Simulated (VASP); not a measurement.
# Li2O (Fm-3m) in VASP: density of states with PBE

Aim: the density of states of Li2O with PBE.

All numbers are computed with VASP 6.6.1; they aren't measurements. Logs are shortened: lines on timing, memory, paths and dates and some standing lists are left out, and cuts for length are marked.

### Step 1. The structure

It takes space group Fm-3m (No. 225, cubic). The conventional cell has a = 4.626 Å, b = 4.626 Å, c = 4.626 Å, α = 90.00°, β = 90.00°, γ = 90.00°. Li (site symmetry -43m) has 4 O at 2.00 Å as nearest neighbours. O (site symmetry m-3m) is surrounded by 8 Li at 2.00 Å.

### Step 2. Density of states, PBE

POSCAR reads:

```
Li2O
1.0
    0.0000000000      2.3130253907      2.3130253907
    2.3130253907      0.0000000000      2.3130253907
    2.3130253907      2.3130253907      0.0000000000
Li O
2 1
Direct
    0.2500000000      0.2500000000      0.2500000000
    0.7500000000      0.7500000000      0.7500000000
    0.0000000000      0.0000000000      0.0000000000
```

INCAR.step1 reads:

```
SYSTEM = Li2O
  PREC = Accurate
  ENCUT = 520
  EDIFF = 1E-6
  ISMEAR = 0
  SIGMA = 0.02
  LREAL = .False.
  LASPH = .True.
  NELM = 60
  ALGO = Normal
  ISIF = 2
  LWAVE = .False.
  LCHARG = .True.
  GGA = PE
  NBANDS = 13
```

KPOINTS.step1 reads:

```
Automatic mesh
0
Gamma
  8 8 8
  0 0 0
```

INCAR.step2 reads:

```
SYSTEM = Li2O
  PREC = Accurate
  ENCUT = 520
  EDIFF = 1E-6
  ISMEAR = -5
  SIGMA = 0.02
  LREAL = .False.
  LASPH = .True.
  NELM = 60
  ALGO = Normal
  ISIF = 2
  LWAVE = .False.
  LCHARG = .False.
  GGA = PE
  LORBIT = 11
  NEDOS = 2001
  ICHARG = 11
```

KPOINTS.step2 reads:

```
Automatic mesh
0
Gamma
  12 12 12
  0 0 0
```

Potentials or basis: VASP PAW PBE potentials, release 64 (Li_sv, O).

The run is started by

```bash
$ cat potpaw_PBE.64/Li_sv/POTCAR potpaw_PBE.64/O/POTCAR > POTCAR
$ cp INCAR.step1 INCAR
$ cp KPOINTS.step1 KPOINTS
$ mpirun -np 1 vasp_std > vasp.out
$ cp INCAR.step2 INCAR
$ cp KPOINTS.step2 KPOINTS
$ mpirun -np 1 vasp_std > vasp.out
```

OUTCAR:

```text
SYSTEM = Li2O
   PREC = Accurate
   ENCUT = 520
   EDIFF = 1E-6
   ISMEAR = -5
   LREAL = .False.
   LASPH = .True.
   NELM = 60
   ISIF = 2
   GGA = PE
   LORBIT = 11
   ICHARG = 11

 ion  position               nearest neighbor table
   1  0.250  0.250  0.250-   3 2.00   3 2.00   3 2.00   3 2.00   2 2.31   2 2.31   2 2.31   2 2.31
                             2 2.31   2 2.31
   2  0.750  0.750  0.750-   3 2.00   3 2.00   3 2.00   3 2.00   1 2.31   1 2.31   1 2.31   1 2.31
                             1 2.31   1 2.31
   3  0.000  0.000  0.000-   2 2.00   2 2.00   2 2.00   1 2.00   2 2.00   1 2.00   1 2.00   1 2.00

  LATTYP: Found a face centered cubic cell.
 ALAT       =     4.6260507814

  Lattice vectors:

 A1 = (   0.0000000000,   2.3130253907,   2.3130253907)
 A2 = (   2.3130253907,   0.0000000000,   2.3130253907)
 A3 = (   2.3130253907,   2.3130253907,   0.0000000000)

Analysis of symmetry for initial positions (statically):
=====================================================================
 Subroutine PRICEL returns:
 Original cell was already a primitive cell.

 Routine SETGRP: Setting up the symmetry group for a
 face centered cubic supercell.

 Subroutine GETGRP returns: Found 48 space group operations
 (whereof 48 operations were pure point group operations)
 out of a pool of 48 trial point group operations.

The static configuration has the point symmetry O_h .

Analysis of symmetry for dynamics (positions and initial velocities):
=====================================================================
 Subroutine PRICEL returns:
 Original cell was already a primitive cell.

 Routine SETGRP: Setting up the symmetry group for a
 face centered cubic supercell.

 Subroutine GETGRP returns: Found 48 space group operations
 (whereof 48 operations were pure point group operations)
 out of a pool of 48 trial point group operations.

The dynamic configuration has the point symmetry O_h .

 Subroutine INISYM returns: Found 48 space group operations
 (whereof 48 operations are pure point group operations),
 and found     1 'primitive' translations

----------------------------------------------------------------------------------------

                                     Primitive cell

  volume of cell :      24.7498

  direct lattice vectors                    reciprocal lattice vectors
     0.000000000  2.313025391  2.313025391    -0.216167104  0.216167104  0.216167104
     2.313025391  0.000000000  2.313025391     0.216167104 -0.216167104  0.216167104
     2.313025391  2.313025391  0.000000000     0.216167104  0.216167104 -0.216167104

  length of vectors
     3.271111878  3.271111878  3.271111878     0.374412407  0.374412407  0.374412407

  position of ions in fractional coordinates (direct lattice)
     0.250000000  0.250000000  0.250000000
     0.750000000  0.750000000  0.750000000
     0.000000000  0.000000000  0.000000000

  ion indices of the primitive-cell ions
   primitive index   ion index
                 1           1
                 2           2
                 3           3

----------------------------------------------------------------------------------------

 KPOINTS: Automatic mesh

Automatic generation of k-mesh.
 Grid dimensions read from file:
 generate k-points for:   12   12   12

 Generating k-lattice:

  Cartesian coordinates                     Fractional coordinates (reciprocal lattice)
    -0.018013925  0.018013925  0.018013925     0.083333333  0.000000000  0.000000000
     0.018013925 -0.018013925  0.018013925     0.000000000  0.083333333  0.000000000
     0.018013925  0.018013925 -0.018013925     0.000000000  0.000000000  0.083333333

  Length of vectors
     0.031201034  0.031201034  0.031201034

  Shift w.r.t. Gamma in fractional coordinates (k-lattice)
     0.000000000  0.000000000  0.000000000

 TETIRR: Found    247 inequivalent tetrahedra from    10368

 Subroutine IBZKPT returns following result:
 ===========================================

 Found     72 irreducible k-points:

 Following reciprocal coordinates:
            Coordinates               Weight
  0.000000  0.000000  0.000000      1.000000
  0.083333  0.000000  0.000000      8.000000
  0.166667  0.000000  0.000000      8.000000
  0.250000  0.000000  0.000000      8.000000
  0.333333  0.000000  0.000000      8.000000
  0.416667  0.000000  0.000000      8.000000
[... 16 lines left out ...]
  0.500000  0.166667  0.000000     24.000000
 -0.416667  0.166667  0.000000     24.000000
 [... further k-points ...]
   k-points           NKPTS =     72   k-points in BZ     NKDIM =     72   number of bands    NBANDS=     10
   number of dos      NEDOS =   2001   number of ions     NIONS =      3
   total plane-waves  NPLWV =  13824
   dimension x,y,z NGX =    24 NGY =   24 NGZ =   24
   dimension x,y,z NGXF=    48 NGYF=   48 NGZF=   48
   ions per type =               2   1
   NGX,Y,Z   is equivalent  to a cutoff of  12.20, 12.20, 12.20 a.u.
   NGXF,Y,Z  is equivalent  to a cutoff of  24.39, 24.39, 24.39 a.u.
 SYSTEM =  Li2O
   PREC   = accura    normal or accurate (medium, high low for compatibility)
   ISTART =      0    job   : 0-new  1-cont  2-samecut
   ICHARG =     11    charge: 1-file 2-atom 10-const
   ISPIN  =      1    spin polarized calculation?
   LNONCOLLINEAR =      F non collinear calculations
   LSORBIT =      F    spin-orbit coupling
   LASPH  =      T    aspherical Exc in radial PAW
   ENCUT  =  520.0 eV  38.22 Ry    6.18 a.u.   6.08  6.08  6.08*2*pi/ulx,y,z
   NELM   =     60;   NELMIN=  2; NELMDL=  0     # of ELM steps
   EDIFF  = 0.1E-05   stopping-criterion for ELM
   LREAL  =      F    real-space projection
   EDIFFG = 0.1E-04   stopping-criterion for IOM
   NSW    =      0    number of steps for IOM
   IBRION =     -1    ionic relax: 0-MD 1-quasi-New 2-CG
   NFREE  =      0    steps in history (QN), initial steepest desc. (CG)
   ISIF   =      2    stress and relaxation
   ISYM   =      2    0-nonsym 1-usesym 2-fastsym
   POTIM  = 0.5000    time-step for ionic-motion
   TEBEG  =    0.0;   TEEND  =   0.0 temperature during run
   PSTRESS=    0.0 pullay stress
   NELECT =      12.0000    total number of electrons
   NUPDOWN=      -1.0000    fix difference up-down
   EMIN   =  10.00;   EMAX   =-10.00  energy-range for DOS
   EFERMI =   0.00;   METHOD = LEGACY
   ISMEAR =    -5;   SIGMA  =   0.02  broadening in eV -4-tet -1-fermi 0-gaus
   EFERMI_NEDOS =   21; number of points for ismear=-14 and -15
   IALGO  =     38    algorithm
   IMIX   =      4    mixing-type and parameters
     AMIX     =   0.40;   BMIX     =  1.00
     AMIX_MAG =   1.60;   BMIX_MAG =  1.00
  volume/ion in A,a.u.               =       8.25        55.67
  Fermi-wavevector in a.u.,A,eV,Ry     =   1.286110  2.430396 22.505117  1.654079
  Thomas-Fermi vector in A             =   2.418204
   LORBIT       =     11    0 simple, 1 ext, 2 COOP (PROOUT), +10 PAW based schemes
   GGA     = PE    functional components
   LHFCALC =     F    Hartree Fock is set to
   AEXX    =    0.0000 exact exchange contribution
   IVDW    =     0    specifies the selected vdW correction
   LEPSILON=     F    determine dielectric tensor
   LRPA    =     F    only Hartree local field effects (RPA)
 non-spin polarized calculation
 Fermi weights with tetrahedron method with Bloechl corrections
  energy-cutoff  :      520.00
  volume of cell :       24.75
 maximum number of plane-waves:       684

 number of electron      11.9999975 magnetization

 Free energy of the ion-electron system (eV)
  ---------------------------------------------------
  ext. energy  EPLUGINS =         0.00000000
  ---------------------------------------------------
  free energy    TOTEN  =       -14.34721952 eV

  energy without entropy =      -14.34721952  energy(sigma->0) =      -14.34721952

 E-fermi :   1.3372     XC(G=0):  -9.7341

 val. band max:        1.3189754125   @ k =   0.0000   0.0000   0.0000
 cond. band min:       6.2828895915   @ k =   0.5000   0.5000   0.0000
 fundamental gap:      4.9639141791
 Fermi energy:         1.3372355560

 k-point     1 :       0.0000    0.0000    0.0000
  band No.  band energies     occupation
      1     -41.6839      2.00000
      2     -41.3578      2.00000
      3     -14.1223      2.00000
      4       1.3190      2.00000
      5       1.3190      2.00000
      6       1.3190      2.00000
      7       6.5640      0.00000
      8      13.2266      0.00000
      9      13.2266      0.00000
     10      13.2266      0.00000

 k-point     2 :       0.0833    0.0000    0.0000
  band No.  band energies     occupation
      1     -41.6774      2.00000
      2     -41.3627      2.00000
      3     -14.1089      2.00000
      4       1.0782      2.00000
      5       1.2859      2.00000
      6       1.2859      2.00000
      7       6.7588      0.00000
      8      13.2412      0.00000
      9      13.3302      0.00000
     10      13.3302      0.00000

 k-point     3 :       0.1667    0.0000    0.0000
  band No.  band energies     occupation
      1     -41.6587      2.00000
      2     -41.3768      2.00000
      3     -14.0708      2.00000
      4       0.4839      2.00000
      5       1.1983      2.00000
      6       1.1983      2.00000
      7       7.2673      0.00000
      8      13.2176      0.00000
      9      13.5599      0.00000
     10      13.5599      0.00000
[... 248 lines left out ...]
 k-point    23 :       0.5000    0.1667    0.0000
  band No.  band energies     occupation
      1     -41.5339      2.00000
      2     -41.4801      2.00000
      3     -13.8865      2.00000
      4      -1.1831      2.00000
      5       0.5678      2.00000
      6       0.6183      2.00000
      7       9.2166      0.00000
      8      11.8819      0.00000
      9      13.7969      0.00000
     10      14.4634      0.00000

 k-point    24 :      -0.4167    0.1667    0.0000
  band No.  band energies     occupation
      1     -41.5171      2.00000
      2     -41.4966      2.00000
      3     -13.8817      2.00000
      4      -1.2389      2.00000
      5       0.4638      2.00000
      6       0.7108      2.00000
      7       9.6276      0.00000
      8      11.4193      0.00000
      9      13.9125      0.00000
     10      14.3614      0.00000

 [... further k-points ...]

------------------------ aborting loop because EDIFF is reached ----------------------------------------

  FORCE on cell =-STRESS in cart. coord.  units (eV):
  Direction    XX          YY          ZZ          XY          YZ          ZX
  --------------------------------------------------------------------------------------
  -------------------------------------------------------------------------------------
  Total       -0.0017093     -0.0017093     -0.0017093      0.0000000      0.0000000      0.0000000
  in kB       -0.1106530     -0.1106530     -0.1106530      0.0000000      0.0000000      0.0000000
  external PRESSURE =      -0.1106530 kB  Pullay stress =       0.0000000 kB

 VOLUME and BASIS-vectors are now :
 -----------------------------------------------------------------------------
  energy-cutoff  :      520.00
  volume of cell :       24.75
      direct lattice vectors                 reciprocal lattice vectors
     0.000000000  2.313025391  2.313025391    -0.216167104  0.216167104  0.216167104
     2.313025391  0.000000000  2.313025391     0.216167104 -0.216167104  0.216167104
     2.313025391  2.313025391  0.000000000     0.216167104  0.216167104 -0.216167104

 POSITION                                       TOTAL-FORCE (eV/Angst)
 -----------------------------------------------------------------------------------
      1.15651      1.15651      1.15651        -0.000000     -0.000000     -0.000000
      3.46954      3.46954      3.46954         0.000000      0.000000      0.000000
      0.00000      0.00000      0.00000        -0.000000      0.000000      0.000000
 -----------------------------------------------------------------------------------
    total drift:                               -0.000000      0.000000     -0.000000

  FREE ENERGIE OF THE ION-ELECTRON SYSTEM (eV)
  ---------------------------------------------------
  free  energy   TOTEN  =       -14.3472195247 eV

  energy  without entropy=      -14.3472195247  energy(sigma->0) =      -14.34721952

 total charge

# of ion       s       p       d       tot
------------------------------------------
    1        2.035   0.082   0.000   2.117
    2        2.035   0.082   0.000   2.117
    3        1.534   3.498   0.000   5.032
--------------------------------------------------
tot          5.605   3.661   0.000   9.266
```

Wall time 11 s (1 thread of AMD EPYC 9R45 (Zen 5), shared host); peak memory 0.11 GiB.

Results:

```yaml
Valence_electrons_inside_the_program's_atomic_spheres: Li 2.12; O 5.03
```

States per cell in windows of 1 eV (zero at the valence-band top; states under -8 eV left out):
| from (eV) | total | O3_p | Li1_p | Li2_p | O3_s | Li1_s | Li2_s |
| --- | --- | --- | --- | --- | --- | --- | --- |
| -8.0 | 0.00 | 0.00 | 0.00 | 0.00 | 0.00 | 0.00 | 0.00 |
| -7.0 | 0.00 | 0.00 | 0.00 | 0.00 | 0.00 | 0.00 | 0.00 |
| -6.0 | 0.00 | 0.00 | 0.00 | 0.00 | 0.00 | 0.00 | 0.00 |
| -5.0 | 0.00 | 0.00 | 0.00 | 0.00 | 0.00 | 0.00 | 0.00 |
| -4.0 | 0.00 | 0.00 | 0.00 | 0.00 | 0.00 | 0.00 | 0.00 |
| -3.0 | 1.06 | 0.50 | 0.02 | 0.02 | 0.00 | 0.02 | 0.02 |
| -2.0 | 2.31 | 1.30 | 0.03 | 0.03 | 0.00 | 0.03 | 0.03 |
| -1.0 | 2.63 | 1.69 | 0.03 | 0.03 | 0.00 | 0.01 | 0.01 |
| 0.0 | 0.00 | 0.00 | 0.00 | 0.00 | 0.00 | 0.00 | 0.00 |
| 1.0 | 0.00 | 0.00 | 0.00 | 0.00 | 0.00 | 0.00 | 0.00 |
| 2.0 | 0.00 | 0.00 | 0.00 | 0.00 | 0.00 | 0.00 | 0.00 |
| 3.0 | 0.00 | 0.00 | 0.00 | 0.00 | 0.00 | 0.00 | 0.00 |
| 4.0 | 0.00 | 0.00 | 0.00 | 0.00 | 0.00 | 0.00 | 0.00 |
| 5.0 | 0.23 | 0.01 | 0.01 | 0.01 | 0.01 | 0.00 | 0.00 |
| 6.0 | 0.73 | 0.10 | 0.03 | 0.03 | 0.04 | 0.01 | 0.01 |
| 7.0 | 0.84 | 0.17 | 0.04 | 0.04 | 0.03 | 0.01 | 0.01 |

Caveat: the cutoff is under 1.25 times the usual one of these potentials, so pressure, stress and relaxed cells hold a basis-set (Pulay) error.
